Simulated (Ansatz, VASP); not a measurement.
One calculation of KF, two programs

File INCAR:

```
PREC = Accurate ; ENCUT = 520
EDIFF = 1E-7 ; ISMEAR = 0
SIGMA = 0.02 ; LREAL = F
LASPH = T ; NELM = 100
ALGO = Fast ; ISIF = 2
LWAVE = F ; LCHARG = F
GGA = PE ; NBANDS = 24
```

File KPOINTS:

```
Automatic mesh
0
Gamma
  6 6 4
```

File POSCAR:

```
KF
1.0
    2.6696772661      2.6696772661      0.0000000000
   -2.6696772661      2.6696772661      0.0000000000
    0.0000000000      0.0000000000      5.4617287048
K F
2 2
Direct
    0.0000000000      0.0000000000      0.0000000000
    0.5000000000      0.5000000000      0.5000000000
    0.5000000000      0.5000000000      0.0000000000
    0.0000000000      0.0000000000      0.5000000000
```

Input for Ansatz:

```yaml
crystal:
  lattice:
    - [2.6696772661, 2.6696772661, 0.0]
    - [-2.6696772661, 2.6696772661, 0.0]
    - [0.0, 0.0, 5.4617287048]
  atoms:
    - { symbol: K, position: [0.0, 0.0, 0.0] }
    - { symbol: K, position: [0.5, 0.5, 0.5] }
    - { symbol: F, position: [0.5, 0.5, 0.0] }
    - { symbol: F, position: [0.0, 0.0, 0.5] }
basis:
  ecutwfc: 420
kpoints:
  mp_grid: { grid: [6, 6, 4] }
  band_path: { path: [VBM, CBM], npoints: 2 }
hamiltonian:
  xc: pbe
scf:
  occupations: { method: gaussian, width: 0.02 }
output:
  forces: true
  stress: true
  eigenvalues: true
checkpoint:
  read: start.run
  write: ck
  compress: false
  write_wavefunctions: false
  write_every: 100000
```

Alike in both runs: task single point; functional PBE; k mesh 6 × 6 × 4; occupations gaussian, width 0.02 eV; no spin polarisation.

```csv
,VASP,Ansatz
version,VASP 6.6.1,Ansatz 0.2.0
potentials or method,"VASP PAW PBE potentials, release 64 (K_sv, F)","scalar-relativistic, plane waves, PAW"
plane-wave cutoff (eV),520,420
valence electrons in the cell,32,32
```

```tsv
	VASP	Ansatz	Ansatz less VASP
gap on the k mesh at the Fermi level (eV)	6.05	6.06	+0.016
least direct gap on the mesh (eV)	6.05	6.06	+0.016
pressure (GPa)	0.8	0.7	-0.03
largest component of the traceless stress (GPa)	0.78	0.74	-0.035
```

A k mesh can miss the band edges. As with any semilocal functional, this PBE gap is likely too small.
